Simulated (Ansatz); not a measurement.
# LiCl (Fm-3m) in Ansatz: notebook

The runs below take LiCl through relaxation of cell and atoms, with RPBE+D4, revPBE+D3(BJ), revPBE+D4.

All numbers are computed with Ansatz 0.2.0; they aren't measurements. Logs are shortened: lines on timing, memory, paths and dates and some standing lists are left out, and cuts for length are marked.

## 1. Starting point

The structure is cubic, space group Fm-3m (No. 225). The conventional cell has a = 5.130 Å, b = 5.130 Å, c = 5.130 Å, α = 90.00°, β = 90.00°, γ = 90.00°. Cl (site symmetry m-3m) is surrounded by 6 Li at 2.56 Å. Li (site symmetry m-3m) has 6 Cl at 2.56 Å as nearest neighbours.

## 2. Relaxation of cell and atoms, RPBE+D4

input.yaml reads:

```yaml
crystal:
  lattice:
    - [0.0, 2.56477, 2.56477]
    - [2.56477, 0.0, 2.56477]
    - [2.56477, 2.56477, 0.0]
  atoms:
    - { symbol: Cl, position: [0.5, 0.5, 0.5] }
    - { symbol: Li, position: [0.0, 0.0, 0.0] }
hamiltonian:
  xc: rpbe
  pseudopotentials: { kind: paw }
  dispersion: d4
kpoints:
  mp_grid: { grid: [9, 9, 9] }
scf:
  occupations: { method: fermi_dirac, width: 0.05 }
output:
  forces: true
  stress: true
  write_density: true
  write_potential: true
  elf: true
  volumetric_format: npy
relax:
  f_tol: 0.01
  max_steps: 40
  cell: { stress_tol: 0.05 }
```

Potentials or basis: Ansatz PAW.

On the command line:

```bash
> ansatz run input.yaml --threads 2 --pin off --max-ram 5632MiB --backend cpu --events-out ev --progress --plain --runs-dir out
```

Standard output:

```text
Warning: RAYON_NUM_THREADS=2 ignored (pool sized by the plan → 2); use --threads N
Engine: ansatz 0.2.0, aarch64-unknown-linux-gnu
Pseudopotentials: kind: paw
Pseudopotential: Cl, paw, valence charge 7, recommended cutoff 420 eV (normal), Cl.paw.azcp
Pseudopotential: Li, paw, valence charge 3, recommended cutoff 420 eV (normal), Li.paw.azcp
Functional definition: RPBE
  parameter kappa = 0.804
  parameter beta = 0.06672455060314922
  exchange = rpbe_x(kappa = kappa, mu = beta*pi^2/3)
  correlation = pbe_c(beta = beta)
Crystal: 2 atoms, lattice volume = 33.742 Å³
Basis set: ecut = 420 eV, 645 PW (Γ), exchange–correlation on 50×50×50 points (8 copies of the dense FFT grid, shifted against one another)
Bands: 9, of which v1, the nominal top of the filled ones, is band 5 counted from 1 (4 counted from 0)
Symmetry: 48 space group operations
Space group: Fm-3m (ITA 225), of the structure as read, at distance tolerance 3.2e-5 Å
k-points: 35 of 729
Non-local potential: Cl, projectors of the file, l = 0: 2, l = 1: 2, l = 2: 2
Non-local potential: Li, projectors of the file, l = 0: 3, l = 1: 2, l = 2: 1
PAW form: soft (Blöchl's): semilocal exchange-correlation on the pseudo side does not see the compensation charge
PAW frozen core: Cl, regenerated for the run's functional, and the local potential with it (the file was generated under x = pbe(κ = 0.804, μ = 0.2195149727645171), c = pbe(β = 0.06672455060314922))
PAW one-centre angular grid: Cl, 110 points (default); XC on 64 Gauss nodes
PAW one-centre angular grid: Li, 110 points (default); XC on 64 Gauss nodes
Initial density: superposition of atomic densities (neutral atoms: chi_scale 0, normalization atom), corrected by the library's trained network
Initial wavefunctions: pseudopotential atomic-orbital guess
Functional: x = rpbe, c = pbe(β = 0.06672455060314922)
SCF iter   1: F=—  HF=-1292.739721 eV  |F-HF|=—  |Δ(HF+E_count)|=         —  Δρ=2.92e-3  dr2=3.02e-3  ethr=1.77e-3  ⟨swp⟩=6.7  Hψ=2275  notcnv=0
preconditioner: auto → none  [insulator: Δε(μ)=6.591 eV  Ē_g=14.303 eV  σ=0.050 eV  W_gap=1.00  n_scr=8 (ndim 8)  ℏωp=18.1 eV  f_vac=0.000  D(μ)=0.00/eV (n_scr^D=0)  ε∞_Penn≈2.6]
SCF iter   2: F=—  HF=-1292.738916 eV  |F-HF|=—  |Δ(HF+E_count)|=   8.06e-4  Δρ=1.33e-3  dr2=2.85e-4  ethr=3.02e-5  ⟨swp⟩=2.1  Hψ=727  notcnv=0
SCF iter   3: F=—  HF=-1292.738853 eV  |F-HF|=—  |Δ(HF+E_count)|=   6.28e-5  Δρ=4.15e-4  dr2=4.42e-5  ethr=2.85e-6  ⟨swp⟩=2.0  Hψ=410  notcnv=0
SCF iter   4: F=—  HF=-1292.738781 eV  |F-HF|=—  |Δ(HF+E_count)|=   7.19e-5  Δρ=4.56e-5  dr2=8.62e-7  ethr=4.42e-7  ⟨swp⟩=2.0  Hψ=490  notcnv=0
iter 5 did not close the SCF: its close was put off for the readings that it lacked (scf_convergence_deferred on its scf_iter line)
SCF iter   5: F=-1292.738782 eV  HF=-1292.738782 eV  |F-HF|=2.32e-8  |Δ(HF+E_count)|=   5.42e-7  Δρ=1.01e-5  dr2=3.73e-8  ethr=8.62e-9  ⟨swp⟩=2.0  Hψ=455  notcnv=0
SCF iter   6: F=-1292.738782 eV  HF=-1292.738782 eV  |F-HF|=1.45e-10  |Δ(HF+E_count)|=   7.42e-9  Δρ=6.42e-7  dr2=7.68e-11  ethr=3.73e-10  ⟨swp⟩=5.1  Hψ=1517  notcnv=0
SCF 1 converged in 6 iterations: F = -1292.738782 eV  dr2 = 7.68e-11
relax step   1: F+E_penalty+E_count = -1292.73878176 eV  Δ(F+E_penalty+E_count) = +0.000e0 eV  max|allowed force component| = 2.745e-30 eV/Å  Δτ_max = 0.0000 Å  P = -0.561 GPa  Ω = 33.742 Å³  (6 SCF iters, dr2 threshold 1.00e-7 eV, accepted)
Crystal: 2 atoms, lattice volume = 33.354 Å³
Initial density: handed on by an earlier stage of this run
Initial wavefunctions: those handed on with the density
iter 1 solved again at ethr=2.86e-7 eV; its pass at ethr=3.10e-3 eV (dr2=2.86e-5 eV) is discarded
SCF iter   1: F=—  HF=-1292.739802 eV  |F-HF|=—  |Δ(HF+E_count)|=         —  Δρ=2.57e-4  dr2=2.87e-5  ethr=2.86e-7  ⟨swp⟩=2.4  Hψ=2588  notcnv=0
preconditioner: auto → none  [insulator: Δε(μ)=6.640 eV  Ē_g=14.336 eV  σ=0.050 eV  W_gap=1.00  n_scr=8 (ndim 8)  ℏωp=18.2 eV  f_vac=0.000  D(μ)=0.00/eV (n_scr^D=0)  ε∞_Penn≈2.6]
SCF iter   2: F=—  HF=-1292.739712 eV  |F-HF|=—  |Δ(HF+E_count)|=   9.04e-5  Δρ=1.21e-4  dr2=5.42e-6  ethr=2.86e-7  ⟨swp⟩=2.1  Hψ=480  notcnv=0
SCF iter   3: F=—  HF=-1292.739709 eV  |F-HF|=—  |Δ(HF+E_count)|=   3.06e-6  Δρ=2.84e-5  dr2=2.57e-7  ethr=5.42e-8  ⟨swp⟩=2.9  Hψ=530  notcnv=0
SCF iter   4: F=-1292.739709 eV  HF=-1292.739709 eV  |F-HF|=2.38e-8  |Δ(HF+E_count)|=   7.63e-8  Δρ=6.04e-6  dr2=1.13e-8  ethr=2.00e-9  ⟨swp⟩=7.6  Hψ=1461  notcnv=0
SCF 2 converged in 4 iterations: F = -1292.739709 eV  dr2 = 1.13e-8
relax step   2: F+E_penalty+E_count = -1292.73970863 eV  Δ(F+E_penalty+E_count) = -9.269e-4 eV  max|allowed force component| = 1.115e-30 eV/Å  Δτ_max = 0.0000 Å  P = -0.192 GPa  Ω = 33.354 Å³  energy of the carried Pulay correction = +1.020e-5 eV  (4 SCF iters, dr2 threshold 2.00e-7 eV, accepted)
Crystal: 2 atoms, lattice volume = 33.156 Å³
iter 1 solved again at ethr=7.41e-8 eV; its pass at ethr=3.10e-3 eV (dr2=7.41e-6 eV) is discarded
SCF iter   1: F=—  HF=-1292.739905 eV  |F-HF|=—  |Δ(HF+E_count)|=         —  Δρ=1.34e-4  dr2=7.43e-6  ethr=7.41e-8  ⟨swp⟩=2.3  Hψ=2515  notcnv=0
preconditioner: auto → none  [insulator: Δε(μ)=6.678 eV  Ē_g=14.368 eV  σ=0.050 eV  W_gap=1.00  n_scr=8 (ndim 8)  ℏωp=18.2 eV  f_vac=0.000  D(μ)=0.00/eV (n_scr^D=0)  ε∞_Penn≈2.6]
SCF iter   2: F=—  HF=-1292.739831 eV  |F-HF|=—  |Δ(HF+E_count)|=   7.45e-5  Δρ=6.34e-5  dr2=1.48e-6  ethr=7.41e-8  ⟨swp⟩=2.1  Hψ=489  notcnv=0
SCF iter   3: F=-1292.739830 eV  HF=-1292.739830 eV  |F-HF|=1.47e-8  |Δ(HF+E_count)|=   6.95e-7  Δρ=1.48e-5  dr2=6.46e-8  ethr=9.24e-10  ⟨swp⟩=5.1  Hψ=1663  notcnv=0
SCF 3 converged in 3 iterations: F = -1292.739830 eV  dr2 = 6.46e-8
relax step   3: F+E_penalty+E_count = -1292.73983006 eV  Δ(F+E_penalty+E_count) = -1.214e-4 eV  max|allowed force component| = 1.426e-30 eV/Å  Δτ_max = 0.0000 Å  P = +0.005 GPa  Ω = 33.156 Å³  energy of the carried Pulay correction = +1.548e-5 eV  (3 SCF iters, dr2 threshold 9.24e-8 eV, accepted)
Initial wavefunctions: pseudopotential atomic-orbital guess (no wavefunctions were taken with the density)
iter 1 solved again at ethr=7.61e-6 eV; its pass at ethr=3.10e-3 eV (dr2=7.61e-4 eV) is discarded
SCF iter   1: F=—  HF=-1292.739883 eV  |F-HF|=—  |Δ(HF+E_count)|=         —  Δρ=1.73e-5  dr2=5.79e-8  ethr=7.61e-6  ⟨swp⟩=1.7  Hψ=2885  notcnv=0
eigensolver tolerance schedule: the retry pair's looser diagonalisation over-reported the residual by 13150.72 of it (diagonalisation noise at an unbounded share of the residual, at the tolerance the schedule requests for it); recorded, not acted on — ethr = c·dr2/N_el stays at c = 1.0e-1
preconditioner: auto → none  [insulator: Δε(μ)=6.682 eV  Ē_g=14.371 eV  σ=0.050 eV  W_gap=1.00  n_scr=8 (ndim 8)  ℏωp=18.2 eV  f_vac=0.000  D(μ)=0.00/eV (n_scr^D=0)  ε∞_Penn≈2.6]
SCF iter   2: F=—  HF=-1292.739816 eV  |F-HF|=—  |Δ(HF+E_count)|=   6.67e-5  Δρ=8.17e-6  dr2=1.60e-8  ethr=5.79e-10  ⟨swp⟩=3.3  Hψ=623  notcnv=0
SCF iter   3: F=—  HF=-1292.739816 eV  |F-HF|=—  |Δ(HF+E_count)|=   2.40e-8  Δρ=2.89e-6  dr2=3.14e-9  ethr=1.60e-10  ⟨swp⟩=2.0  Hψ=442  notcnv=0
SCF iter   4: F=—  HF=-1292.739816 eV  |F-HF|=—  |Δ(HF+E_count)|=  3.41e-10  Δρ=1.01e-6  dr2=1.28e-10  ethr=3.14e-11  ⟨swp⟩=2.0  Hψ=430  notcnv=0
SCF iter   5: F=—  HF=-1292.739816 eV  |F-HF|=—  |Δ(HF+E_count)|=  4.42e-10  Δρ=5.27e-7  dr2=7.36e-11  ethr=1.00e-12  ⟨swp⟩=5.5  Hψ=1132  notcnv=0
SCF iter   6: F=-1292.739816 eV  HF=-1292.739816 eV  |F-HF|=2.27e-13  |Δ(HF+E_count)|=  1.02e-10  Δρ=1.12e-8  dr2=1.76e-14  ethr=1.00e-12  ⟨swp⟩=3.8  Hψ=1305  notcnv=0
SCF 4 converged in 6 iterations: F = -1292.739816 eV  dr2 = 1.76e-14
relax step   4: F+E_penalty+E_count = -1292.73981615 eV  Δ(F+E_penalty+E_count) = +1.391e-5 eV  max|allowed force component| = 3.213e-30 eV/Å  Δτ_max = 0.0000 Å  P = +0.006 GPa  Ω = 33.156 Å³  stress off target by 5.51e-3 GPa  SCF on the basis re-selected at this cell (its energy is not comparable with the rows above)  (6 SCF iters)
basis re-selected at this cell: Δ(F+E_penalty+E_count) = +1.391e-5 eV, ΔP = +0.000 GPa vs the last step (what re-selecting the basis moved, of the pressure what is left beyond the Pulay correction that the steps carried, after the strain that the cell walked since its last selection, with what the two solves' SCF thresholds leave and, on support functions, any second-order correction that the steps lacked; it is no measure of the basis error at this ecutwfc). This SCF's stress stands 5.51e-3 GPa from its target on what of the cell is left free (relax.cell.stress_tol is 5.00e-2 GPa) and its largest allowed force component is 3.21e-30 eV/Å (relax.f_tol is 1.00e-2 eV/Å): within both
SCF converged after 6 iterations
Free energy (F): -1292.739816 eV
Harris-Foulkes:  -1292.739816 eV  (|F-HF|=2.27e-13)
Internal energy: -1292.739816 eV  (E = F + TS)
E sigma→0 (E₀):  -1292.739816 eV
Fermi energy:    5.387929 eV
--- Per-component energies (eV) ---
  E_band       = -101.245518
  E_kinetic    = 184.322220
  E_local      = -321.337797  (includes V_loc(G=0)·N_el)
  E_nonlocal   = -5.359087
  E_hartree    = 93.930484
  E_xc         = -119.374693
  E_vxc        = -137.355470  (∫ρ·V_xc dr)
  E_paw        = -684.332084  (= ΣΔE_a)
  E_vpaw       = -9.376437  (= ΣTr[D̂ρ^β])
  E_aug_tail   = 0.000085  (compensation charges beyond the density's cutoff)
  E_ewald      = -440.055248
  E_disp       = -0.491770  (pairwise vdW)
  E_core_change = -0.041926  (= ΣΔE_core)
  E_smearing   = -0.000000  (= −TS)
  E_closure    = 0.000000  (closes the sum)
  Σ components = -1292.739816   (vs F -1292.739816, Δ=0.00e0)
--- Forces (eV/Å), atoms counted from 1 ---
  atom   1  Cl     0.00000000    -0.00000000     0.00000000
  atom   2  Li    -0.00000000    -0.00000000     0.00000000
  max |Σ_I F_I| component: 6.20e-30 eV/Å
--- Stress (GPa, compression-positive) ---
        0.005513      -0.000000      -0.000000
       -0.000000       0.005513      -0.000000
       -0.000000      -0.000000       0.005513
  P = ⅓ Tr σ = 0.0055 GPa (0.055 kbar)
--- Band table (eV; the first three rows and the last of 35) ---
  k-point 0: bands = ["-41.7629", "-11.4886", "1.9609", "1.9609", "1.9609", "8.6430", "13.8776", "13.8776", "13.8776"]
  k-point 1: bands = ["-41.7625", "-11.4268", "1.5366", "1.9272", "1.9272", "9.0195", "13.2836", "13.8858", "13.8858"]
  k-point 2: bands = ["-41.7617", "-11.2635", "0.6183", "1.8459", "1.8459", "9.4724", "13.0002", "13.0127", "13.0127"]
  k-point 34: bands = ["-41.7592", "-10.6780", "-0.3205", "0.0192", "0.9618", "11.5002", "12.0219", "12.2152", "13.4002"]
--- Relaxed structure (3 steps of the walk, 3 accepted, 1 SCFs on fresh bases) ---
  F+E_penalty+E_count = -1292.73981615 eV   max|allowed force component| = 3.213e-30 eV/Å   (the final SCF, on the basis selected at the relaxed cell)
  cell:  # Å, volume = 33.1555 Å³
    - [1.2738430082238969e-34, 2.549814356598229, 2.549814356598229]
    - [2.549814356598229, 1.420334954169646e-33, 2.549814356598229]
    - [2.549814356598229, 2.549814356598229, 2.388455640419808e-33]
  atoms:
    - { symbol: Cl, position: [0.5, 0.5, 0.5] }
    - { symbol: Li, position: [7.822054318318082e-37, -1.1733081477470895e-36, -6.257643454671001e-36] }
```

Run time: 2.4 s. Hardware: 2 threads of Arm Neoverse V1, shared host; peak memory 0.29 GiB.

Results:

- Free energy: -1292.7398 eV
- Relaxed volume: 16.58 Å³/atom
- Relaxed cell: a = 3.606 Å, b = 3.606 Å, c = 3.606 Å, α = 60.00°, β = 60.00°, γ = 60.00°
- Space group after relaxing (to 0.05 Å): Fm-3m (No. 225)
- Energy gained by relaxing: 0.5 meV/atom
- Ionic steps: 4
- Pressure after relaxing: 0.0 GPa
- Band gap on the k mesh: 6.68 eV, direct

Step by step:
```csv
step,energy change (eV),largest force (eV/Å),volume (Å³)
1,0.0000,0.0000,33.74
2,-0.0009,0.0000,33.35
3,-0.0010,0.0000,33.16
4,-0.0010,0.0000,33.16
```

Final structure:
```
Cl Li
1.0
     0.00000    2.54981    2.54981
     2.54981    0.00000    2.54981
     2.54981    2.54981    0.00000
Cl Li
1 1
Cartesian
  2.5498 2.5498 2.5498
  0.0000 0.0000 0.0000
```

Levels at points of the mesh, in eV from the valence-band top:
| k point | band 1 | band 2 | band 3 | band 4 | band 5 | band 6 | band 7 | band 8 | band 9 |
| --- | --- | --- | --- | --- | --- | --- | --- | --- | --- |
| (0.00, 0.00, 0.00) | -43.72 | -13.45 | 0.00 | 0.00 | 0.00 | 6.68 | 11.92 | 11.92 | 11.92 |

Caveat: odd divisions of the mesh miss points on the zone boundary, where band edges often lie, so the gap on the mesh can be too wide; the plane-wave basis is chosen anew once the cell has moved, so the energies of steps on either side of that aren't comparable; the PAW data sets come from PBE, with cores solved anew for the run's functional, which leaves a small shift of forces and pressure. A k mesh can miss the band edges.

[end of part 1 of 2]
